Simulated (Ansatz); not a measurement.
Te2Mo: gradients before and after relaxing the atoms

Start: a COD entry, taken as it stands.

Space group P6_3/mmc (No. 194); a = 3.5182, c = 13.9736 Å, γ = 120.00°.

| site | Wyckoff | site symmetry | x | y | z |
| --- | --- | --- | --- | --- | --- |
| Te | 4f | 3m. | 0.3333 | 0.6667 | 0.6210 |
| Mo | 2c | -6m2 | 0.3333 | 0.6667 | 0.2500 |

One atom of each set is listed.

All values are calculated (Ansatz; DFT, PBE, plane waves and PAW, scalar-relativistic, 420 eV cutoff, Γ-centred 14×14×3 k-points, Fermi–Dirac smearing 0.02 eV), not measured.

The largest force at the start is 0.18 eV/Å. Relaxing the ions at fixed cell moves them by 0.013 Å at most (atom 1, Te) and 0.010 Å rms. End positions:

Te (0.3333, 0.6667, 0.6201)
Mo (0.3333, 0.6667, 0.2500)

```csv
site,moved (Å),first shell before,first shell after,V_zz before (10²¹ V/m²),η before
Te,0.013,3 Mo at 2.72 Å,3 Mo at 2.72 Å,-18.65,0.00
Mo,0.000,6 Te at 2.72 Å,6 Te at 2.72 Å,-6.76,0.00
```

Q: What are V_zz and η after the relaxation?

A: 

```json
{"site": "Te", "V_zz after": "-18.13", "η after": "0.00", "change of V_zz": "+0.52"}
{"site": "Mo", "V_zz after": "-6.42", "η after": "0.00", "change of V_zz": "+0.34"}
```

The largest change of V_zz is on Te, from -18.65 to -18.13. In per cent, |V_zz| changes by -3 on Te, -5 on Mo (all sites that start above 0.5).

Without spin–orbit coupling the gradients at and beside Te can be off by some per cent, at some sites by more.
